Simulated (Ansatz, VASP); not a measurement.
**CdS in VASP and in Ansatz**

INCAR

```
SYSTEM = CdS
  ALGO = Normal
  EDIFF = 1E-7
  ENCUT = 520
  GGA = PE
  ISIF = 2
  ISMEAR = -1
  LASPH = .TRUE.
  LCHARG = .FALSE.
  LREAL = .FALSE.
  LWAVE = .FALSE.
  NBANDS = 16
  NELM = 100
  PREC = Accurate
  SIGMA = 0.05
```

Contents of KPOINTS:

```
k-points
0
G
  14 14 14
  0 0 0
```

The input POSCAR:

```
CdS
1.0
    2.8762720436      0.0000000000      0.0000000000
    0.0000000000      2.8762720436      0.0000000000
    0.0000000000      0.0000000000      2.8762720436
Cd S
1 1
Direct
    0.0000000000      0.0000000000      0.0000000000
    0.5000000000      0.5000000000      0.5000000000
```

Input for Ansatz:

```yaml
crystal:
  lattice:
    - [2.8762720436, 0.0, 0.0]
    - [0.0, 2.8762720436, 0.0]
    - [0.0, 0.0, 2.8762720436]
  atoms:
    - { symbol: Cd, position: [0.0, 0.0, 0.0] }
    - { symbol: S, position: [0.5, 0.5, 0.5] }
kpoints:
  mp_grid: { grid: [14, 14, 14] }
scf:
  occupations: { method: fermi_dirac, width: 0.05 }
hamiltonian:
  xc: pbe
  pseudopotentials: { kind: all_electron, lapw: { basis_error: 0.001 } }
output:
  forces: true
  stress: true
  eigenvalues: true
  populations: true
```

Change from the starting cell: volume scaled by 0.6, LAPW.

Alike in both runs: task single point; functional PBE; k mesh 14 × 14 × 14; occupations fermi-dirac, width 0.05 eV; no spin polarisation.

|  | VASP | Ansatz |
| --- | --- | --- |
| version | VASP 6.6.1 | Ansatz 0.2.0 |
| potentials or method | VASP PAW PBE potentials, release 64 (Cd, S) | all-electron LAPW, scalar-relativistic |
| plane-wave cutoff (eV) | 520 | see its input |

Ansatz gave:

```
pressure (GPa) : 116.8
```

Q: Estimate VASP's values.

A: Pressure (GPa): 120.6.

Ansatz ran all-electron here, so the differences hold the error of VASP's frozen core and of both bases.

Caveats: the cell as given lies far from equilibrium; so large a pressure means that the cell lies far from this level's equilibrium, or that cutoff or potentials fall short (VASP).
